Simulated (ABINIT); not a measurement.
# BaO (Fm-3m): G0W0 with ABINIT, start to end, part 2 of 3

Aim: the G0W0 gap of BaO (Fm-3m) on LDA, step by step.

ABINIT 10.8.3; LDA and many-body steps on it, plane waves. Known limits of the many-body steps: not at the basis limit; no spin-orbit coupling; coarse k mesh.

So far. Step 2 (Ground state): The gap is direct, at (0.500, 0.500, 0.000).

The database entry behind the starting cell differs from later determinations by our own check (about 0.7 % short), so it need not match the best structure at ambient conditions.

## 3. Bands along the symmetry lines

Level of this step: DFT, LDA, plane waves, norm-conserving pseudopotentials (ABINIT).

The cheap functional maps the bands first; the places of the edges decide which points the dearer methods must see.

File run.abi:

```
acell 3*1.0 Angstrom
rprim 
  -0.000000000000 2.750000000000 2.750000000000
  2.750000000000 -0.000000000000 2.750000000000
  2.750000000000 2.750000000000 -0.000000000000
ntypat 2
znucl 56 8
natom 2
typat 1 2
xred 
  0.000000000000 0.000000000000 0.000000000000
  0.500000000000 0.500000000000 0.500000000000
pp_dirpath "pseudos"
pseudos "Ba.upf, O.upf"
ecut 36
iscf -2
irdden 1
kptopt 0
nkpt 50
kpt 
  0.00000000 0.00000000 0.00000000
  0.06250000 0.00000000 0.06250000
  0.12500000 0.00000000 0.12500000
  0.18750000 0.00000000 0.18750000
  0.25000000 0.00000000 0.25000000
  0.31250000 0.00000000 0.31250000
  0.37500000 0.00000000 0.37500000
  0.43750000 0.00000000 0.43750000
  0.50000000 0.00000000 0.50000000
  0.51562500 0.03125000 0.51562500
  0.53125000 0.06250000 0.53125000
  0.54687500 0.09375000 0.54687500
  0.56250000 0.12500000 0.56250000
  0.57812500 0.15625000 0.57812500
  0.59375000 0.18750000 0.59375000
  0.60937500 0.21875000 0.60937500
  0.62500000 0.25000000 0.62500000
  0.37500000 0.37500000 0.75000000
  0.32812500 0.32812500 0.65625000
  0.28125000 0.28125000 0.56250000
  0.23437500 0.23437500 0.46875000
  0.18750000 0.18750000 0.37500000
  0.14062500 0.14062500 0.28125000
  0.09375000 0.09375000 0.18750000
  0.04687500 0.04687500 0.09375000
  0.00000000 0.00000000 0.00000000
  0.06250000 0.06250000 0.06250000
  0.12500000 0.12500000 0.12500000
  0.18750000 0.18750000 0.18750000
  0.25000000 0.25000000 0.25000000
  0.31250000 0.31250000 0.31250000
  0.37500000 0.37500000 0.37500000
  0.43750000 0.43750000 0.43750000
  0.50000000 0.50000000 0.50000000
  0.50000000 0.46875000 0.53125000
  0.50000000 0.43750000 0.56250000
  0.50000000 0.40625000 0.59375000
  0.50000000 0.37500000 0.62500000
  0.50000000 0.34375000 0.65625000
  0.50000000 0.31250000 0.68750000
  0.50000000 0.28125000 0.71875000
  0.50000000 0.25000000 0.75000000
  0.50000000 0.21875000 0.71875000
  0.50000000 0.18750000 0.68750000
  0.50000000 0.15625000 0.65625000
  0.50000000 0.12500000 0.62500000
  0.50000000 0.09375000 0.59375000
  0.50000000 0.06250000 0.56250000
  0.50000000 0.03125000 0.53125000
  0.50000000 0.00000000 0.50000000
istwfk *1
nband 15
nbdbuf 2
tolwfr 1e-08
nstep 40
prtwf 0
prtvol 0
indata_prefix "in"
outdata_prefix "out"
tmpdata_prefix "tmp"
```

Started as:

```bash
$ OMP_NUM_THREADS=1 mpirun -n 4 abinit run.abi > log
```

Numbers of over 12 decimals in the logs are rounded to 6 here.

The program printed:

```text
.Version 10.8.3 of ABINIT. v10.8.2 released Aug 2026.

 Symmetries : space group Fm -3 m (#225); Bravais cF (face-center cubic)
[... echo of the input left out ...]
== DATASET  1 ==================================================================
-   mpi_nproc: 4, omp_nthreads: 1 (-1 if OMP is not activated)

--- !DatasetInfo
iteration_state: {dtset: 1, }
dimensions: {natom: 2, nkpt: 50, mband: 15, nsppol: 1, nspinor: 1, nspden: 1, mpw: 2922, }
cutoff_energies: {ecut:  36.0, pawecutdg:  -1.0, }
electrons: {nelect:   1.60000000E+01, charge:   0.00000000E+00, occopt:   1.00000000E+00, tsmear:   1.00000000E-02, }

 Real(R)+Recip(G) space primitive vectors, cartesian coordinates (Bohr,Bohr^-1):
 R(1)=  0.0000000  5.1967468  5.1967468  G(1)= -0.0962140  0.0962140  0.0962140
 R(2)=  5.1967468  0.0000000  5.1967468  G(2)=  0.0962140 -0.0962140  0.0962140
 R(3)=  5.1967468  5.1967468  0.0000000  G(3)=  0.0962140  0.0962140 -0.0962140
 Unit cell volume ucvol=  2.8068854E+02 bohr^3
 Angles (23,13,12)=  6.00000000E+01  6.00000000E+01  6.00000000E+01 degrees

 getcut: wavevector=  0.0000  0.0000  0.0000  ngfft=  40  40  40
         ecut(hartree)=     36.000   => boxcut(ratio)=   2.01510

--- Pseudopotential description ------------------------------------------------
- Ba Generated using ONCVPSP code by D. R. Hamann
- 56.00000  10.00000  180309                  znucl, zion, pspdat
12 -1012 2 -1 1912                            pspcod,pspxc,lmax,lloc,mmax
     nproj     2     2     2
  pspatm : epsatm=   25.95172157
         --- l  ekb(1:nproj) -->
             0    6.668455    0.685657
             1    5.046948    0.410312
             2    2.551809    0.419281
 pspatm: atomic psp has been read  and splines computed

- O Generated using ONCVPSP code by D. R. Hamann
-  8.00000   6.00000  201201                  znucl, zion, pspdat
12 -1012 2 -1 926                             pspcod,pspxc,lmax,lloc,mmax
     nproj     2     2     1
  pspatm : epsatm=    6.27558587
         --- l  ekb(1:nproj) -->
[...]
2   -1.033686
 pspatm: atomic psp has been read  and splines computed

--------------------------------------------------------------------------------

================================================================================
 prteigrs : about to open file out_EIG
 Non-SCF case, kpt    1 (  0.00000  0.00000  0.00000), residuals and eigenvalues=
  2.93E-09  6.09E-09  1.24E-09  1.20E-09  3.14E-09  2.49E-09  5.38E-09  9.22E-09
  1.06E-09  1.65E-09  4.59E-09  8.47E-09  8.13E-09  9.41E-09  1.49E-09
 -7.4914E-01 -3.4096E-01 -1.7546E-01 -1.7546E-01 -1.7546E-01  1.8349E-01
  1.8349E-01  1.8349E-01  3.2599E-01  3.7068E-01  3.7068E-01  3.7068E-01
[...]
Non-SCF case, kpt    2 (  0.06250  0.00000  0.06250), residuals and eigenvalues=
  2.72E-09  1.42E-09  2.45E-09  4.23E-09  6.96E-09  3.07E-09  1.90E-09  1.76E-09
[...]
2.81E-09  4.53E-09  3.23E-09  5.36E-09  8.30E-09  1.28E-09  2.20E-09  5.94E-09
  3.90E-09  5.86E-09  5.83E-09  6.80E-09  2.43E-09  3.01E-09  9.98E-09
[...]
Non-SCF case, kpt   49 (  0.50000  0.03125  0.53125), residuals and eigenvalues=
[...]
Non-SCF case, kpt   50 (  0.50000  0.00000  0.50000), residuals and eigenvalues=
[...]
-7.3595E-01 -3.4828E-01 -2.3512E-01 -1.9901E-01 -1.9901E-01  1.9206E-01
  1.9206E-01  2.0015E-01  2.6634E-01  4.2303E-01  5.3345E-01  5.3729E-01
[...]
--- !ResultsGS
iteration_state: {dtset: 1, }
comment   : Summary of ground state results
lattice_vectors:
- [ -0.0000000,   5.1967468,   5.1967468, ]
- [  5.1967468,  -0.0000000,   5.1967468, ]
- [  5.1967468,   5.1967468,  -0.0000000, ]
lattice_lengths: [   7.34931,    7.34931,    7.34931, ]
lattice_angles: [ 60.000,  60.000,  60.000, ] # degrees, (23, 13, 12)
lattice_volume:   2.8068854E+02
convergence: {deltae:  0.000E+00, res2:  0.000E+00, residm:  9.918E-09, diffor:  0.000E+00, }
etotal    :  -4.47870849E+01
entropy   :   0.00000000E+00
fermie    :   2.00147958E-01
cartesian_stress_tensor: null
pressure_GPa: null
xred      :
- [  0.0000E+00,   0.0000E+00,   0.0000E+00, Ba]
- [  5.0000E-01,   5.0000E-01,   5.0000E-01,  O]
cartesian_forces: null
force_length_stats: {min: null, max: null, mean: null, }

 Integrated electronic density in atomic spheres:
 ------------------------------------------------
 Atom  Sphere_radius  Integrated_density
[...]
================================================================================

 ----iterations are completed or convergence reached----

 Mean square residual over all n,k,spin=   44.688E-10; max=  99.177E-10
 reduced coordinates (array xred) for    2 atoms
       0.000000000000      0.000000000000      0.000000000000
       0.500000000000      0.500000000000      0.500000000000

 cartesian coordinates (angstrom) at end:
    1      0.000000     0.000000     0.000000
    2      2.750000     2.750000     2.750000
 length scales=  1.889726125908  1.889726125908  1.889726125908 bohr
              =  1.000000000000  1.000000000000  1.000000000000 angstroms
 prteigrs : about to open file out_EIG
 Eigenvalues (hartree) for nkpt=  50  k points:
 kpt#   1, nband= 15, wtk=  1.00000, kpt=  0.0000  0.0000  0.0000 (reduced coord)
[...]
kpt#   2, nband= 15, wtk=  1.00000, kpt=  0.0625  0.0000  0.0625 (reduced coord)
[...]
kpt#   3, nband= 15, wtk=  1.00000, kpt=  0.1250  0.0000  0.1250 (reduced coord)
[...]
kpt#  49, nband= 15, wtk=  1.00000, kpt=  0.5000  0.0313  0.5313 (reduced coord)
  -0.73594   -0.34863   -0.23482   -0.19941   -0.19819    0.19013    0.19182    0.19995
   0.26830    0.42467    0.52495    0.53444    0.56743    0.57859    0.68642
 kpt#  50, nband= 15, wtk=  1.00000, kpt=  0.5000  0.0000  0.5000 (reduced coord)
  -0.73595   -0.34828   -0.23512   -0.19901   -0.19901    0.19206    0.19206    0.20015
   0.26634    0.42303    0.53345    0.53729    0.56740    0.56740    0.69560

== END DATASET(S) ==============================================================
================================================================================

 -outvars: echo values of variables after computation  --------
            nband          15
             nkpt          50
          spgroup         225
 [... the other variables as echoed above ...]

 Calculation completed.
```

Wall time 9 s (4 MPI ranks of Arm Neoverse V1, shared host); peak memory 0.27 GiB.

This step gave:

| Item | Value |
| --- | --- |
| gap | 1.801 eV |
| k of the valence top | 0.5, 0, 0.5 |
| k of the conduction bottom | 0.5, 0, 0.5 |
| least direct gap | 1.801 eV |

The gap is 1.801 eV, as in the run before at this level.

Electronic bands along the path, in eV, zero at the top of the highest filled band; v1 is the highest filled band, c1 the lowest empty one:

| point | v4 | v3 | v2 | v1 | c1 | c2 | c3 | c4 |
| --- | --- | --- | --- | --- | --- | --- | --- | --- |
| Γ | -10.22 | -0.45 | -0.45 | -0.45 | 3.42 | 4.64 | 4.64 | 4.64 |
| halfway | -10.50 | -1.46 | -0.42 | -0.42 | 2.82 | 5.17 | 6.93 | 6.93 |
| X | -10.86 | -0.22 | -0.22 | 0.00 | 1.80 | 6.06 | 9.07 | 9.17 |
| halfway | -10.81 | -0.48 | -0.40 | -0.04 | 2.21 | 6.40 | 7.88 | 9.27 |
| U | -10.69 | -1.02 | -0.82 | -0.16 | 3.28 | 6.49 | 7.12 | 8.71 |
| jump to K | -10.69 | -1.02 | -0.82 | -0.16 | 3.28 | 6.49 | 7.12 | 8.71 |
| halfway | -10.26 | -1.68 | -1.39 | -0.50 | 4.21 | 5.55 | 5.78 | 6.87 |
| Γ | -10.22 | -0.45 | -0.45 | -0.45 | 3.42 | 4.64 | 4.64 | 4.64 |
| halfway | -10.29 | -1.44 | -1.08 | -1.08 | 4.35 | 5.70 | 5.74 | 5.74 |
| L | -10.35 | -2.15 | -1.60 | -1.60 | 4.87 | 7.23 | 7.23 | 7.96 |
| halfway | -10.32 | -1.66 | -1.00 | -0.93 | 4.76 | 5.37 | 7.93 | 7.97 |
| W | -10.27 | -1.45 | -0.23 | -0.23 | 4.49 | 4.49 | 6.98 | 9.92 |
| halfway | -10.57 | -0.87 | -0.28 | -0.08 | 2.58 | 6.58 | 6.97 | 9.46 |
| X | -10.86 | -0.22 | -0.22 | 0.00 | 1.80 | 6.06 | 9.07 | 9.17 |

The electronic bands as a text plot (rows in eV, shown from -8.0 to 7.0 only):

```
    6.7 |+    ++       ++++   +++     ++     +++  ++      +++++
    6.1 |    +    +++++         +++          ++     ++         ++
    5.4 |  ++ ++++         ++++++++++      ++         +     +
    4.8 |++  +              ++   +++++++++++   +++++++++++ +
    4.2 | +++              +  +++++++    ++++++           ++
    3.6 |++  +            +          ++++                   +
    2.9 |     ++         +
    2.3 |       +++    ++                                    +++
    1.7 |          ++++                                         +
    1.1 |
    0.4 |
   -0.2 |***********************   *****                *********
   -0.8 | *       *     ***     ******  *****         **     **
   -1.4 |  *******         ********        ******************
   -2.1 |                     **               *******
   -2.7 |
   -3.3 |
   -3.9 |
   -4.6 |
   -5.2 |
   -5.8 |
   -6.4 |
   -7.1 |
   -7.7 |
         Γ           X  U|K            Γ         L        W     X
```

## 4. Empty states on the mesh, 4×4×4 mesh, 50 bands

The sums over transitions need many empty states on a uniform mesh; this step solves for them.

File run.abi:

```
acell 3*1.0 Angstrom
rprim 
  -0.000000000000 2.750000000000 2.750000000000
  2.750000000000 -0.000000000000 2.750000000000
  2.750000000000 2.750000000000 -0.000000000000
ntypat 2
znucl 56 8
natom 2
typat 1 2
xred 
  0.000000000000 0.000000000000 0.000000000000
  0.500000000000 0.500000000000 0.500000000000
pp_dirpath "pseudos"
pseudos "Ba.upf, O.upf"
ecut 36
ngkpt 4 4 4
nshiftk 1
shiftk 0 0 0
kptopt 1
chksymbreak 0
iscf -2
irdden 1
istwfk *1
nband 50
nbdbuf 4
tolwfr 1e-09
nstep 60
prtvol 0
indata_prefix "in"
outdata_prefix "out"
tmpdata_prefix "tmp"
```

The program printed:

```text
.Version 10.8.3 of ABINIT. v10.8.2 released Aug 2026.

 Symmetries : space group Fm -3 m (#225); Bravais cF (face-center cubic)
[... echo of the input left out ...]
== DATASET  1 ==================================================================
-   mpi_nproc: 4, omp_nthreads: 1 (-1 if OMP is not activated)

--- !DatasetInfo
iteration_state: {dtset: 1, }
dimensions: {natom: 2, nkpt: 8, mband: 50, nsppol: 1, nspinor: 1, nspden: 1, mpw: 2914, }
cutoff_energies: {ecut:  36.0, pawecutdg:  -1.0, }
electrons: {nelect:   1.60000000E+01, charge:   0.00000000E+00, occopt:   1.00000000E+00, tsmear:   1.00000000E-02, }

 Real(R)+Recip(G) space primitive vectors, cartesian coordinates (Bohr,Bohr^-1):
 R(1)=  0.0000000  5.1967468  5.1967468  G(1)= -0.0962140  0.0962140  0.0962140
 R(2)=  5.1967468  0.0000000  5.1967468  G(2)=  0.0962140 -0.0962140  0.0962140
 R(3)=  5.1967468  5.1967468  0.0000000  G(3)=  0.0962140  0.0962140 -0.0962140
 Unit cell volume ucvol=  2.8068854E+02 bohr^3
 Angles (23,13,12)=  6.00000000E+01  6.00000000E+01  6.00000000E+01 degrees

 getcut: wavevector=  0.0000  0.0000  0.0000  ngfft=  40  40  40
         ecut(hartree)=     36.000   => boxcut(ratio)=   2.01510

--- Pseudopotential description ------------------------------------------------
- Ba Generated using ONCVPSP code by D. R. Hamann
- 56.00000  10.00000  180309                  znucl, zion, pspdat
12 -1012 2 -1 1912                            pspcod,pspxc,lmax,lloc,mmax
     nproj     2     2     2
  pspatm : epsatm=   25.95172157
         --- l  ekb(1:nproj) -->
             0    6.668455    0.685657
             1    5.046948    0.410312
             2    2.551809    0.419281
 pspatm: atomic psp has been read  and splines computed

- O Generated using ONCVPSP code by D. R. Hamann
-  8.00000   6.00000  201201                  znucl, zion, pspdat
12 -1012 2 -1 926                             pspcod,pspxc,lmax,lloc,mmax
     nproj     2     2     1
  pspatm : epsatm=    6.27558587
         --- l  ekb(1:nproj) -->
[...]
2   -1.033686
 pspatm: atomic psp has been read  and splines computed

--------------------------------------------------------------------------------

================================================================================
 prteigrs : about to open file out_EIG
 Non-SCF case, kpt    1 (  0.00000  0.00000  0.00000), residuals and eigenvalues=
  5.10E-10  2.26E-10  8.05E-11  2.42E-10  6.78E-10  5.03E-11  2.77E-10  4.21E-10
  5.08E-11  1.03E-10  2.95E-10  6.96E-10  5.33E-11  3.83E-10  4.14E-10  1.22E-10
  3.24E-10  7.69E-10  2.36E-10  4.45E-10  5.70E-10  1.20E-10  1.54E-10  5.57E-10
[...]
2.29E-06  2.45E-06
 -7.4914E-01 -3.4096E-01 -1.7546E-01 -1.7546E-01 -1.7546E-01  1.8349E-01
  1.8349E-01  1.8349E-01  3.2599E-01  3.7068E-01  3.7068E-01  3.7068E-01
  4.5780E-01  4.5780E-01  5.3982E-01  8.6013E-01  8.6013E-01  8.6013E-01
[...]
1.6935E+00  1.6985E+00  1.6985E+00  1.6985E+00  1.7811E+00  1.7811E+00
  1.7811E+00  1.8075E+00  1.8075E+00  1.8075E+00  1.8775E+00  1.8775E+00
  1.8775E+00  1.9416E+00
 prteigrs : prtvol=0 or 1, do not print more k-points.

--- !ResultsGS
iteration_state: {dtset: 1, }
comment   : Summary of ground state results
lattice_vectors:
- [ -0.0000000,   5.1967468,   5.1967468, ]
- [  5.1967468,  -0.0000000,   5.1967468, ]
- [  5.1967468,   5.1967468,  -0.0000000, ]
lattice_lengths: [   7.34931,    7.34931,    7.34931, ]
lattice_angles: [ 60.000,  60.000,  60.000, ] # degrees, (23, 13, 12)
lattice_volume:   2.8068854E+02
convergence: {deltae:  0.000E+00, res2:  0.000E+00, residm:  9.772E-10, diffor:  0.000E+00, }
etotal    :  -4.47870849E+01
entropy   :   0.00000000E+00
fermie    :   2.00147958E-01
cartesian_stress_tensor: null
pressure_GPa: null
xred      :
- [  0.0000E+00,   0.0000E+00,   0.0000E+00, Ba]
- [  5.0000E-01,   5.0000E-01,   5.0000E-01,  O]
cartesian_forces: null
force_length_stats: {min: null, max: null, mean: null, }

 Integrated electronic density in atomic spheres:
 ------------------------------------------------
 Atom  Sphere_radius  Integrated_density
[...]
================================================================================

 ----iterations are completed or convergence reached----

 Mean square residual over all n,k,spin=   39.354E-11; max=  97.720E-11
 reduced coordinates (array xred) for    2 atoms
       0.000000000000      0.000000000000      0.000000000000
       0.500000000000      0.500000000000      0.500000000000

 cartesian coordinates (angstrom) at end:
    1      0.000000     0.000000     0.000000
    2      2.750000     2.750000     2.750000
 length scales=  1.889726125908  1.889726125908  1.889726125908 bohr
              =  1.000000000000  1.000000000000  1.000000000000 angstroms
 prteigrs : about to open file out_EIG
 Eigenvalues (hartree) for nkpt=   8  k points:
 kpt#   1, nband= 50, wtk=  0.01563, kpt=  0.0000  0.0000  0.0000 (reduced coord)
[...]
1.51580    1.55180    1.55180    1.55180    1.69353    1.69850    1.69850    1.69850
   1.78107    1.78107    1.78107    1.80751    1.80751    1.80751    1.87754    1.87754
   1.87754    1.94161
 prteigrs : prtvol=0 or 1, do not print more k-points.

== END DATASET(S) ==============================================================
================================================================================

 -outvars: echo values of variables after computation  --------
            nband          50
             nkpt           8
          spgroup         225
 [... the other variables as echoed above ...]

 Calculation completed.
```

It took 7.3 s on 4 MPI ranks; peak memory 0.26 GiB.

Numbers from this step:

* gap: 1.801 eV
* k of the valence top: 0.5, 0.5, 0
* k of the conduction bottom: 0.5, 0.5, 0
* least direct gap: 1.801 eV
* k points computed: 8
* lowest point of the top converged band, above the valence top: 43.74 eV

On this mesh the gap is 1.801 eV.

## 5. Screening, 4×4×4 mesh, 46 bands, screening to 106.1 eV

The RPA dielectric matrix is built and inverted for each q.

This step: RPA screening on LDA, plane waves, norm-conserving pseudopotentials.

run.abi: that of step 4 with these lines changed.

```diff
@@ -20,10 +20,11 @@
 chksymbreak 0
-iscf -2
-irdden 1
 istwfk *1
-nband 50
-nbdbuf 4
-tolwfr 1e-09
-nstep 60
-prtvol 0
+occopt 1
+irdwfk 1
+optdriver 3
+nband 46
+ecuteps 3.9
+inclvkb 2
+awtr 1
+symchi 1
 indata_prefix "in"
```

The program printed:

```text
.Version 10.8.3 of ABINIT. v10.8.2 released Aug 2026.

 Symmetries : space group Fm -3 m (#225); Bravais cF (face-center cubic)
[... echo of the input left out ...]
== DATASET  1 ==================================================================
-   mpi_nproc: 4, omp_nthreads: 1 (-1 if OMP is not activated)

--- !DatasetInfo
iteration_state: {dtset: 1, }
dimensions: {natom: 2, nkpt: 8, mband: 46, nsppol: 1, nspinor: 1, nspden: 1, mpw: 2914, }
cutoff_energies: {ecut:  36.0, pawecutdg:  -1.0, }
electrons: {nelect:   1.60000000E+01, charge:   0.00000000E+00, occopt:   1.00000000E+00, tsmear:   1.00000000E-02, }

 SCREENING: Calculation of the susceptibility and dielectric matrices

 Based on a program developped by R.W. Godby, V. Olevano, G. Onida, and L. Reining.
 Incorporated in ABINIT by V. Olevano, G.-M. Rignanese, and M. Torrent.
.Using double precision arithmetic ; gwpc =  8

[... cell and pseudopotentials left out ...]
--------------------------------------------------------------------------------

 ==== K-mesh for the wavefunctions ====
 Number of points in the irreducible wedge :     8
[... list of points left out ...]
 Together with 48 symmetry operations and time-reversal symmetry
 yields    64 points in the full Brillouin Zone.

 ==== Q-mesh for the screening function ====
 Number of points in the irreducible wedge :     8
[... list of points left out ...]
 Together with 48 symmetry operations and time-reversal symmetry
 yields    64 points in the full Brillouin Zone.

 setmesh: FFT mesh size selected  =    27x   27x   27
          total number of points  =        19683

 vcoul_init : cutoff-mode = AUXILIARY_FUNCTION
 q-points for optical limit:   1
     1)      0.000010    0.000020    0.000030

- screening: taking advantage of time-reversal symmetry
- Maximum band index for partially occupied states nbvw = 8
- Remaining bands to be divided among processors   nbcw = 38
- Number of bands treated by each node ~9

 Number of electrons calculated from density =   16.0000; Expected =   16.0000
 average of density, n =  0.057003
 r_s =    1.6119
 omega_plasma =   23.0305 [eV]

 calculating chi0 at frequencies [eV] :
  1    0.000000E+00    0.000000E+00
  2    0.000000E+00    2.303049E+01

--------------------------------------------------------------------------------
  q-point number  1        q = ( 0.000000, 0.000000, 0.000000) [r.l.u.]
--------------------------------------------------------------------------------
[... chi0 elements left out ...]
 For q-point:  0.000010 0.000020 0.000030
  dielectric constant =   4.3451
  dielectric constant without local fields =   4.8199

  Average fulfillment of the sum rule on Im[epsilon] for q-point    1 :     60.02  [%]
[... wings left out ...]
  q-point number  2        q = ( 0.250000, 0.000000, 0.000000) [r.l.u.]
--------------------------------------------------------------------------------
[... chi0 elements left out ...]
  Average fulfillment of the sum rule on Im[epsilon] for q-point    2 :     80.40  [%]

 [... 6 further q-points ...]
```

Run time: 7.4 s. Hardware: 4 MPI ranks; peak memory 0.51 GiB.

This step gave:

```
ε∞ with local fields, on this mesh, along the program's q direction : 4.345
the same without local fields                                       : 4.820
plasma frequency                                                    : 23.03 eV
plane waves in the screening matrix                                 : 113
```

Local fields lower ε∞ by 10 %. On a Γ-centred mesh this coarse the value itself is usually too large, while a short band sum pulls it down.

(Continued in part 3 of 3.)

[Paths, hosts, dates, memory and timing lines, banners, echoed tables and standing remarks are left out of the program output.]

[Logs are printed without paths, hosts, clocks, repeated set-up lines and the standing remarks that a program may print on its own settings, such as how far it seeks lower states.]

[Runs of the session that timed out or met a known fault of the program may be left out.]

[Hosts, paths, dates, database ids (printed as entryN), source tags and the programs' standing remarks are cut or masked in the printed files.]

[G0W0 gaps are taken among the corrected bands and points alone; a level outside them can change the order at an edge.]

[Where Ansatz stands beside ABINIT at settings called matched, ABINIT's density can come from a denser mesh and the files from another edition; pairs whose starting gaps differed by over 0.03 eV were left out, so agreement reads better than it is.]
